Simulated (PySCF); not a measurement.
# Mo (Im-3m) in PySCF: convergence with density cutoff

Aim: find how far density cutoff must go before the results for Mo settle, at PBE. This setting moves, with any that are tied to it; all else stays.

Program: PySCF 2.14.0. These are calculated values, not measurements. Logs are shortened: lines on timing, memory, paths and dates and some standing lists are left out, and cuts for length are marked.

### 1 Starting point

It takes space group Im-3m (No. 229, cubic). The conventional cell has a = 3.168 Å, b = 3.168 Å, c = 3.168 Å, α = 90.00°, β = 90.00°, γ = 90.00°. Mo (site symmetry m-3m) is surrounded by 8 Mo at 2.74 Å.

### 2 With density cutoff 11 Ha

The input, run.py:

```python
import json
import numpy as np
from pyscf.pbc import gto, scf, dft, df

cell = gto.Cell()
cell.basis = 'DZVP-MOLOPT-SR-GTH-q14'
cell.pseudo = 'GTH-PBE-q14'
cell.fromfile('Mo.xyz')
cell.ke_cutoff = 11  # hartree
cell.exp_to_discard = 0.02
cell.precision = 1e-08
cell.space_group_symmetry = True
cell.symmorphic = False
cell.max_memory = 2940  # MB
cell.verbose = 4
cell.build()

res = {}
kpts = cell.make_kpts([4, 4, 4], space_group_symmetry=True, time_reversal_symmetry=True)
cell.space_group_symmetry = False  # the mesh holds the operations; no search on the supercells of the integral code
mf = dft.KRKS(cell, kpts, xc='pbe')
mf = mf.multigrid_numint()
mf = mf.smearing(sigma=0.00183747, method='fermi')  # hartree
mf.conv_tol = 1e-07
mf.max_cycle = 60

mf.kernel()
res.update(converged=bool(mf.converged), e_tot=mf.e_tot, nelec=cell.nelectron, nao=cell.nao, mesh=list(map(int, cell.mesh)), a=cell.lattice_vectors().tolist(), coords=cell.atom_coords().tolist(),
           mo_energy=[np.real(x).tolist() for x in mf.mo_energy], mo_occ=[np.real(x).tolist() for x in mf.mo_occ])
res.update(e_free=mf.e_free, e_zero=mf.e_zero)
res.update(kpts=kpts.kpts_scaled_ibz.tolist(), weights=kpts.weights_ibz.tolist())
res['parts'] = {k: float(np.real(v)) for k, v in mf.scf_summary.items() if np.isscalar(v)}
json.dump(res, open('results.json', 'w'))
if not mf.converged:
    raise SystemExit('SCF not converged')

print('levels (eV)')
for i, kp in enumerate(res['kpts'][:40]):
    print('k %7.4f %7.4f %7.4f  ' % tuple(kp), ' '.join('%.3f' % (x * 27.211386) for x in res['mo_energy'][i][:12]))

mf = mf.to_khf()  # unfold to the whole mesh
kpts = mf.kpts
# Mulliken populations
dm, s = np.asarray(mf.make_rdm1()), np.asarray(mf.get_ovlp())
sites = cell.aoslice_by_atom()[:, 2:]
tot = np.einsum('kij,kji->i', dm, s).real / len(kpts)
res['mulliken'] = [cell.atom_charge(i) - tot[a0:a1].sum() for i, (a0, a1) in enumerate(sites)]
print('Mulliken charges', np.round(res['mulliken'], 5))
res['meta_lowdin'] = mf.mulliken_meta()[1].tolist()
res['done'] = True
json.dump(res, open('results.json', 'w'))
```

The input, Mo.xyz:

```xyz
1
Lattice="-1.5838089719 1.5838089719 1.5838089719 1.5838089719 -1.5838089719 1.5838089719 1.5838089719 1.5838089719 -1.5838089719" Properties=species:S:1:pos:R:3 pbc="T T T"
Mo     0.0000000000      0.0000000000      0.0000000000
```

Potentials or basis: DZVP-MOLOPT-SR/GTH-PBE (potentials made for PBE).

The run is started by

```
$ OMP_NUM_THREADS=2 python -u run.py > log
```

Wall time 19 s (2 threads of Arm Neoverse V2, shared host); peak memory 0.52 GiB.

What came out:

- Free energy: -1859.5457 eV
- Band gap on the k mesh: none (metal or under the smearing width)

### 3 With density cutoff 19 Ha

Edit run.py of step 2 so:

```diff
@@ -8,3 +8,3 @@
 cell.fromfile('Mo.xyz')
-cell.ke_cutoff = 11  # hartree
+cell.ke_cutoff = 19  # hartree
 cell.exp_to_discard = 0.02
```

Mo.xyz is that of step 2.

Potentials or basis: DZVP-MOLOPT-SR/GTH-PBE (potentials made for PBE).

The run is started by

```
$ OMP_NUM_THREADS=2 python -u run.py > log
```

Run time: 24 s. Hardware: 2 threads of Arm Neoverse V2, shared host; peak memory 0.47 GiB.

What came out:

```yaml
Free_energy: -1857.0791 eV
Band_gap_on_the_k_mesh: none (metal or under the smearing width)
```

### 4 With density cutoff 27 Ha

Edit run.py of step 3 so:

```diff
@@ -8,3 +8,3 @@
 cell.fromfile('Mo.xyz')
-cell.ke_cutoff = 19  # hartree
+cell.ke_cutoff = 27  # hartree
 cell.exp_to_discard = 0.02
```

Mo.xyz is that of step 3.

The run is started by

```
$ OMP_NUM_THREADS=2 python -u run.py > log
```

Run time: 28 s. Hardware: 2 threads of Arm Neoverse V2, shared host; peak memory 0.47 GiB.

Results:

```
Free energy            : -1856.8041 eV
Band gap on the k mesh : none (metal or under the smearing width)
```

### 5 With density cutoff 38 Ha

Edit run.py of step 4 so:

```diff
@@ -8,3 +8,3 @@
 cell.fromfile('Mo.xyz')
-cell.ke_cutoff = 27  # hartree
+cell.ke_cutoff = 38  # hartree
 cell.exp_to_discard = 0.02
```

Mo.xyz is that of step 4.

The run is started by

```
$ OMP_NUM_THREADS=2 python -u run.py > log
```

Wall time 35 s (2 threads of Arm Neoverse V2, shared host); peak memory 0.46 GiB.

What came out:

- Free energy: -1856.7753 eV
- Band gap on the k mesh: none (metal or under the smearing width)

### 6 With density cutoff 49 Ha

Edit run.py of step 5 so:

```diff
@@ -8,3 +8,3 @@
 cell.fromfile('Mo.xyz')
-cell.ke_cutoff = 38  # hartree
+cell.ke_cutoff = 49  # hartree
 cell.exp_to_discard = 0.02
```

Mo.xyz is that of step 5.

Potentials or basis: DZVP-MOLOPT-SR/GTH-PBE (potentials made for PBE).

The run is started by

```
$ OMP_NUM_THREADS=2 python -u run.py > log
```

Run time: 41 s. Hardware: 2 threads of Arm Neoverse V2, shared host; peak memory 0.51 GiB.

Results (log left out):

* Free energy: -1856.7814 eV
* Band gap on the k mesh: none (metal or under the smearing width)

### 7 With density cutoff 61 Ha

Edit run.py of step 6 so:

```diff
@@ -8,3 +8,3 @@
 cell.fromfile('Mo.xyz')
-cell.ke_cutoff = 49  # hartree
+cell.ke_cutoff = 61  # hartree
 cell.exp_to_discard = 0.02
```

Mo.xyz is that of step 6.

The run is started by

```
$ OMP_NUM_THREADS=2 python -u run.py > log
```

Wall time 49 s (2 threads of Arm Neoverse V2, shared host); peak memory 0.52 GiB.

The run converged. Its results:

| Item | Value |
| --- | --- |
| Free energy | -1856.7843 eV |
| Band gap on the k mesh | none (metal or under the smearing width) |

### 8 With density cutoff 76 Ha

Edit run.py of step 7 so:

```diff
@@ -8,3 +8,3 @@
 cell.fromfile('Mo.xyz')
-cell.ke_cutoff = 61  # hartree
+cell.ke_cutoff = 76  # hartree
 cell.exp_to_discard = 0.02
```

Mo.xyz is that of step 7.

The run is started by

```
$ OMP_NUM_THREADS=2 python -u run.py > log
```

Run time: 60 s. Hardware: 2 threads of Arm Neoverse V2, shared host; peak memory 0.46 GiB.

Results (log left out):

| Quantity | Value |
| --- | --- |
| Free energy | -1856.7842 eV |
| Band gap on the k mesh | none (metal or under the smearing width) |

### 9 With density cutoff 95 Ha

Edit run.py of step 8 so:

```diff
@@ -8,3 +8,3 @@
 cell.fromfile('Mo.xyz')
-cell.ke_cutoff = 76  # hartree
+cell.ke_cutoff = 95  # hartree
 cell.exp_to_discard = 0.02
```

Mo.xyz is that of step 8.

Potentials or basis: DZVP-MOLOPT-SR/GTH-PBE (potentials made for PBE).

The run is started by

```
$ OMP_NUM_THREADS=2 python -u run.py > log
```

Run time: 72 s. Hardware: 2 threads of Arm Neoverse V2, shared host; peak memory 0.52 GiB.

The run converged. Its results:

```
Free energy            : -1856.7836 eV
Band gap on the k mesh : none (metal or under the smearing width)
```

### 10 With density cutoff 114 Ha

Edit run.py of step 9 so:

```diff
@@ -8,3 +8,3 @@
 cell.fromfile('Mo.xyz')
-cell.ke_cutoff = 95  # hartree
+cell.ke_cutoff = 114  # hartree
 cell.exp_to_discard = 0.02
```

Mo.xyz is that of step 9.

Potentials or basis: DZVP-MOLOPT-SR/GTH-PBE (potentials made for PBE).

The run is started by

```
$ OMP_NUM_THREADS=2 python -u run.py > log
```

The program printed:

```text
Discarded 0 diffused primitive functions, 0 contracted functions
time reversal: False
k-points in IBZ                         weights
  0:  0.000000,  0.000000,  0.000000    1/64
  1:  0.500000,  0.500000, -0.000000    6/64
  2:  0.500000,  0.500000,  0.500000    1/64
  3:  0.750000,  0.250000,  0.000000    12/64
  4:  0.750000,  0.500000,  0.500000    12/64
  5:  0.750000,  0.750000,  0.250000    6/64
  6:  0.750000,  0.750000,  0.500000    24/64
  7:  0.750000,  0.750000,  0.750000    2/64

******** <class 'pyscf.pbc.scf.smearing.SmearingKsymAdaptedKRKS'> ********
method = SmearingKsymAdaptedKRKS
initial guess = minao
damping factor = 0
level_shift factor = 0
DIIS = <class 'pyscf.scf.diis.CDIIS'>
diis_start_cycle = 1
diis_space = 8
diis_damp = 0
SCF conv_tol = 1e-07
SCF conv_tol_grad = None
SCF max_cycles = 60
direct_scf = True
direct_scf_tol = 1e-13

******** PBC SCF flags ********
N kpts (BZ) = 64
N kpts (IBZ) = 8
Exchange divergence treatment (exxdiv) = ewald
    madelung (= occupied orbital energy shift) = 0.15199113662580288
    Total energy shift due to Ewald probe charge = -1/2 * Nelec*madelung = -1.06393795638
DF object = <pyscf.pbc.df.fft.FFTDF object>
XC functionals = pbe
small_rho_cutoff = 0
Uniform grid, mesh = [27 27 27]
Set gradient conv threshold to 0.000316228
nelec by numeric integration = 14.000007293075283
init E= -67.8461707084381
    sigma = 0.00183747  Optimized mu = 0.871310596762  entropy = 0.0112548313603
nelec by numeric integration = 13.999999999999977
    Total E(T) = -68.0781107651306  Free energy = -68.0781314455456  E0 = -68.0781211053381
cycle= 1 E= -68.0781107651306  delta_E= -0.232  |g|= 1.63  |ddm|= 10.1
    sigma = 0.00183747  Optimized mu = 0.689147130212  entropy = 0.000529956701238
nelec by numeric integration = 13.999999999999996
    Total E(T) = -68.121662063525  Free energy = -68.1216630373045  E0 = -68.1216625504148
cycle= 2 E= -68.121662063525  delta_E= -0.0436  |g|= 1.25  |ddm|= 10.7
    sigma = 0.00183747  Optimized mu = 0.774657336186  entropy = 0.000752845043747
nelec by numeric integration = 13.999999999999991
    Total E(T) = -68.2354575320123  Free energy = -68.2354589153425  E0 = -68.2354582236774
cycle= 3 E= -68.2354575320123  delta_E= -0.114  |g|= 0.0358  |ddm|= 4.75
    sigma = 0.00183747  Optimized mu = 0.771141934804  entropy = 0.000739323032032
nelec by numeric integration = 13.999999999999988
    Total E(T) = -68.2355317071125  Free energy = -68.2355330655964  E0 = -68.2355323863545
cycle= 4 E= -68.2355317071125  delta_E= -7.42e-05  |g|= 0.00127  |ddm|= 0.132
    sigma = 0.00183747  Optimized mu = 0.771056595355  entropy = 0.000738087928572
nelec by numeric integration = 13.999999999999991
    Total E(T) = -68.2355318346263  Free energy = -68.2355331908407  E0 = -68.2355325127335
cycle= 5 E= -68.2355318346263  delta_E= -1.28e-07  |g|= 6.65e-06  |ddm|= 0.0046
    sigma = 0.00183747  Optimized mu = 0.771056174427  entropy = 0.000738084489511
nelec by numeric integration = 13.999999999999988
    Total E(T) = -68.2355318346353  Free energy = -68.2355331908434  E0 = -68.2355325127393
cycle= 6 E= -68.2355318346353  delta_E= -8.97e-12  |g|= 8.54e-08  |ddm|= 2.33e-05
    sigma = 0.00183747  Optimized mu = 0.771056184534  entropy = 0.000738084505298
nelec by numeric integration = 13.999999999999991
    Total E(T) = -68.2355318346353  Free energy = -68.2355331908434  E0 = -68.2355325127393
Extra cycle  E= -68.2355318346353  delta_E= 2.84e-14  |g|= 6.4e-08  |ddm|= 5.52e-07
converged SCF energy = -68.2355318346353
levels (eV)
k  0.0000  0.0000  0.0000   -41.680 -13.846 -13.846 -13.846 13.917 19.787 19.787 19.787 22.782 22.782 39.030 39.030
k  0.5000  0.5000 -0.0000   -41.443 -15.169 -14.269 -13.856 15.867 17.784 22.695 22.789 23.394 25.770 32.599 35.422
k  0.5000  0.5000  0.5000   -41.271 -14.761 -14.761 -14.761 15.765 15.765 25.045 25.045 25.045 30.795 30.795 30.795
k  0.7500  0.2500  0.0000   -41.563 -14.529 -14.061 -13.851 15.868 18.674 19.570 22.159 22.248 22.928 38.223 38.243
k  0.7500  0.5000  0.5000   -41.358 -14.969 -14.520 -14.320 16.804 17.818 20.368 21.445 25.395 28.726 31.841 35.860
k  0.7500  0.7500  0.2500   -41.461 -14.554 -14.295 -14.295 17.358 18.501 20.516 20.516 21.980 24.483 38.934 39.720
k  0.7500  0.7500  0.5000   -41.443 -14.930 -14.406 -13.986 17.186 18.188 19.385 22.419 23.552 27.257 33.730 35.190
k  0.7500  0.7500  0.7500   -41.425 -14.516 -14.516 -14.516 18.508 18.508 18.508 23.496 23.496 30.840 32.853 32.853
Mulliken charges [-0.]
 ** Mulliken pop on meta-lowdin orthogonal AOs **
 ** Mulliken pop  **
pop of  0 Mo 4s           1.99980
pop of  0 Mo 5s           0.84230
pop of  0 Mo 6s           0.00060
pop of  0 Mo 4px          1.99970
pop of  0 Mo 4py          1.99970
pop of  0 Mo 4pz          1.99970
pop of  0 Mo 5px          0.01369
pop of  0 Mo 5py          0.01369
pop of  0 Mo 5pz          0.01369
pop of  0 Mo 4dxy         1.14568
pop of  0 Mo 4dyz         1.14568
pop of  0 Mo 4dz^2        0.81186
pop of  0 Mo 4dxz         1.14568
pop of  0 Mo 4dx2-y2      0.81186
pop of  0 Mo 5dxy         0.00677
pop of  0 Mo 5dyz         0.00677
pop of  0 Mo 5dz^2        0.00810
pop of  0 Mo 5dxz         0.00677
pop of  0 Mo 5dx2-y2      0.00810
pop of  0 Mo 4f-3         0.00298
pop of  0 Mo 4f-2         0.00115
pop of  0 Mo 4f-1         0.00325
pop of  0 Mo 4f+0         0.00257
pop of  0 Mo 4f+1         0.00325
pop of  0 Mo 4f+2         0.00366
pop of  0 Mo 4f+3         0.00298
 ** Mulliken atomic charges  **
charge of    0Mo =     -0.00000
```

It took 86 s on 2 threads of Arm Neoverse V2, shared host; peak memory 0.63 GiB.

Results:

| Quantity | Value |
| --- | --- |
| Free energy | -1856.7834 eV |
| Band gap on the k mesh | none (metal or under the smearing width) |

### 11 Result

```tsv
density cutoff	energy less the tightest run, at zero smearing (meV/atom)	SCF cycles	CPU time (s)	peak memory (GiB)
11 Ha	-2762.19	7	33	0.52
19 Ha	-295.63	6	43	0.47
27 Ha	-20.63	6	52	0.47
38 Ha	8.15	6	65	0.46
49 Ha	2.06	6	77	0.51
61 Ha	-0.82	6	93	0.52
76 Ha	-0.70	6	110	0.46
95 Ha	-0.14	6	140	0.52
114 Ha	0.00	6	170	0.63
```

Against the tightest run, the energy stays within 1 meV/atom from 61 Ha on. The tightest run that finished is the yardstick and may itself not be fully converged.

Caveats: all runs use coarse meshes; the basis of atomic orbitals isn't converged, which shifts pressures, moduli and gaps.
